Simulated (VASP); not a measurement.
# Lattice of CdSe (Cadmoselite), functional by functional, part 3 of 3

Which functional gives which lattice for CdSe (Cadmoselite)? The starting structure is a measured crystal structure from the Crystallography Open Database. The first relaxation on each setting starts from this cell expanded by 3 % in volume.

VASP 6.6.1.

Results so far: PBEsol 28.25 Å³ an atom; LDA 27.28 Å³ an atom; PBE 29.85 Å³ an atom; PBEsol + D3(BJ) 27.38 Å³ an atom; r2SCAN 28.93 Å³ an atom; r2SCAN + rVV10 28.56 Å³ an atom.

## Step 8: Relaxation with rev-vdW-DF2 (continued)

Level of this step: rev-vdW-DF2; plane waves and PAW (Cd, Se) (VASP).

Parts of OUTCAR (step 8):

```text
  Total       -0.0164125     -0.0164125      0.0034821      0.0000000      0.0000000      0.0000000
  in kB       -0.2256108     -0.2256108      0.0478653      0.0000000      0.0000000      0.0000000
  external PRESSURE =      -0.1344521 kB  Pullay stress =       0.0000000 kB

 POSITION                                       TOTAL-FORCE (eV/Angst)
 -----------------------------------------------------------------------------------
      2.17537      1.25595      3.56029         0.000000     -0.000000      0.002032
     -0.00000      2.51191      0.00531         0.000000      0.000000      0.002032
      2.17537      1.25595      6.22862        -0.000000      0.000000     -0.002032
     -0.00000      2.51191      2.67364        -0.000000      0.000000     -0.002032
 -----------------------------------------------------------------------------------
    total drift:                               -0.000000     -0.000000     -0.000774

  FREE ENERGIE OF THE ION-ELECTRON SYSTEM (eV)
  ---------------------------------------------------
  free  energy   TOTEN  =        -2.2868380812 eV

  energy  without entropy=       -2.2868380812  energy(sigma->0) =       -2.28683808

[... 2 parts as in an earlier step ...]

[... 2 further parts left out ...]
[key lines of the parts left out:]
E-fermi :   0.7567
```

With rev-vdW-DF2 the relaxed cell holds 29.138 Å³ an atom, +3.88 % against the measured cell, with a = 4.351 Å and c = 7.110 Å. That is +3.16 % from PBEsol.

## Step 9: Relaxation with PBE + D3(BJ)

INCAR reads:

```
SYSTEM = CdSe
PREC = Accurate
ENCUT = 450
EDIFF = 1E-06
NELM = 100
ISMEAR = 0
SIGMA = 0.03
LREAL = .FALSE.
ALGO = Normal
GGA = PE
IVDW = 12
NBANDS = 24
LORBIT = 11
LWAVE = .FALSE.
LCHARG = .FALSE.
KPAR = 8
IBRION = 2
NSW = 50
ISIF = 3
EDIFFG = -0.006
```

POSCAR reads:

```
CdSe
1.0
    4.3415671248      0.0000000000      0.0000000000
   -2.1707835624      3.7599074223      0.0000000000
    0.0000000000      0.0000000000      7.0794104547
Cd Se
2 2
Direct
    0.6666666667      0.3333333333      0.5000000000
    0.3333333333      0.6666666667      0.0000000000
    0.6666666667      0.3333333333      0.8767900000
    0.3333333333      0.6666666667      0.3767900000
```

KPOINTS reads:

```
Automatic mesh
0
Gamma
6 6 4
0 0 0
```

Potentials, in the order of the species: Cd and Se (PBE family, release 64).

Run with:

```bash
> mpirun -np 8 vasp_std
```

Log:

```text
[... set-up lines as in an earlier step ...]
 entering main loop
       N       E                     dE             d eps       ncg     rms          rms(c)
DAV:   1     0.220406616289E+03    0.22041E+03   -0.15978E+04  1008   0.120E+03
DAV:   2    -0.107421900376E+01   -0.22148E+03   -0.21639E+03  1192   0.311E+02
DAV:   3    -0.116560716661E+02   -0.10582E+02   -0.10555E+02  1240   0.690E+01
DAV:   4    -0.117282243741E+02   -0.72153E-01   -0.72142E-01  1152   0.550E+00
[...]
DAV:  12    -0.109666400844E+02    0.14129E-04   -0.77733E-05  1224   0.914E-02    0.854E-03
DAV:  13    -0.109666426784E+02   -0.25940E-05   -0.13261E-05  1072   0.266E-02    0.706E-03
DAV:  14    -0.109666425540E+02    0.12440E-06   -0.94200E-07   904   0.587E-03
   1 F= -.12202946E+02 E0= -.12202946E+02  d E =-.122029E+02
[... from here on, the cycles between the ionic steps are left out ...]
   2 F= -.12204055E+02 E0= -.12204055E+02  d E =-.110849E-02
   3 F= -.12204160E+02 E0= -.12204160E+02  d E =-.121319E-02
   4 F= -.12204160E+02 E0= -.12204160E+02  d E =-.121358E-02
   5 F= -.12204205E+02 E0= -.12204205E+02  d E =-.451950E-04
   6 F= -.12204238E+02 E0= -.12204238E+02  d E =-.782227E-04
   7 F= -.12204275E+02 E0= -.12204275E+02  d E =-.368110E-04
   8 F= -.12204305E+02 E0= -.12204305E+02  d E =-.668139E-04
[...]
reached required accuracy - stopping structural energy minimisation
```

Run time: 21 s. Hardware: 8 MPI ranks of Intel Xeon 6975P-C (Granite Rapids), shared host; peak memory 2.1 GiB; 2.6 min of CPU time.

OUTCAR, selected parts (step 9):

```text
 Edisp (eV)   -1.24688

 Edisp (eV)   -1.24716

  Total       0.00725     0.00725    -0.01662     0.00000     0.00000     0.00000
  in kB       0.10122     0.10122    -0.23215     0.00000     0.00000     0.00000
  external pressure =       -0.01 kB  Pullay stress =        0.00 kB

 POSITION                                       TOTAL-FORCE (eV/Angst)
 -----------------------------------------------------------------------------------
      2.16345      1.24907      3.54219         0.000000     -0.000000      0.003457
     -0.00000      2.49814      0.00536         0.000000     -0.000000      0.003457
      2.16345      1.24907      6.19674        -0.000000      0.000000     -0.003457
     -0.00000      2.49814      2.65992        -0.000000      0.000000     -0.003457
 -----------------------------------------------------------------------------------
    total drift:                               -0.000000      0.000000     -0.001057

  FREE ENERGIE OF THE ION-ELECTRON SYSTEM (eV)
  ---------------------------------------------------
  free  energy   TOTEN  =       -12.2043049267 eV

  energy  without entropy=      -12.2043049267  energy(sigma->0) =      -12.20430493

[... 2 parts as in an earlier step ...]

[... 2 further parts left out ...]
[key lines of the parts left out:]
E-fermi :   0.9808
```

With PBE + D3(BJ) the relaxed cell holds 28.673 Å³ an atom, +2.22 % against the measured cell, with a = 4.327 Å and c = 7.074 Å. That is +1.51 % from PBEsol.

## Step 10: The runs compared

```
          level  volume (Å³/atom)  against the measured cell (%)   a (Å)   c (Å)  pressure left (GPa)  core minutes
         PBEsol            28.247                            0.7  4.3089  7.0271                 0.03          8.24
            LDA            27.285                          -2.73  4.2567  6.9552                  0.0          5.73
            PBE            29.849                           6.41  4.3882  7.1595                  0.0          5.07
PBEsol + D3(BJ)            27.381                          -2.38   4.263  6.9591                  0.0          7.97
         r2SCAN             28.93                           3.14  4.3455  7.0763                  0.0           8.4
 r2SCAN + rVV10            28.562                           1.83  4.3269  7.0462                  0.0          26.5
    rev-vdW-DF2            29.138                           3.88  4.3507  7.1099                -0.01          25.9
   PBE + D3(BJ)            28.673                           2.22  4.3269  7.0737                  0.0           2.8
```

Core minutes are wall time times ranks, summed over the relaxations behind a row (those for a bulk modulus apart), on shared hosts.

## Step 11: Results

| Property | Result |
| --- | --- |
| volume, PBEsol | 28.25 Å³/atom |
| volume, LDA | 27.28 Å³/atom |
| volume, PBE | 29.85 Å³/atom |
| volume, PBEsol + D3(BJ) | 27.38 Å³/atom |
| volume, r2SCAN | 28.93 Å³/atom |
| volume, r2SCAN + rVV10 | 28.56 Å³/atom |
| volume, rev-vdW-DF2 | 29.14 Å³/atom |
| volume, PBE + D3(BJ) | 28.67 Å³/atom |

**Reading.** Across 8 levels the volume of CdSe (Cadmoselite) spans 9.4 %, from 27.28 Å³ an atom (LDA) to 29.85 Å³ (PBE). Against the measured volume of the starting structure, PBEsol comes nearest (+0.7 %) and PBE lies farthest (+6.4 %). The measured cell holds zero-point expansion and, unless it was taken cold, thermal expansion, which the runs lack, so small differences decide nothing. Adding D3(BJ) to PBEsol changes the volume by -3.1 %. Adding rVV10 to r2SCAN changes the volume by -1.3 %. Adding D3(BJ) to PBE changes the volume by -3.9 %. LASPH is on in some of these runs and off in others, which adds a little to the differences. All runs keep the symmetry of the start, so they can't find a distortion of lower symmetry. Further runs on this material are not shown.

[Lines on the potential files, build, host, timing and source positions are cut from VASP's logs without a mark.]

[Logs are printed without paths, hosts, clocks, repeated set-up lines and the standing remarks that a program may print on its own settings, such as how far it seeks lower states.]

[Hosts, paths, dates, database ids (printed as entryN), source tags and the programs' standing remarks are cut or masked in the printed files.]
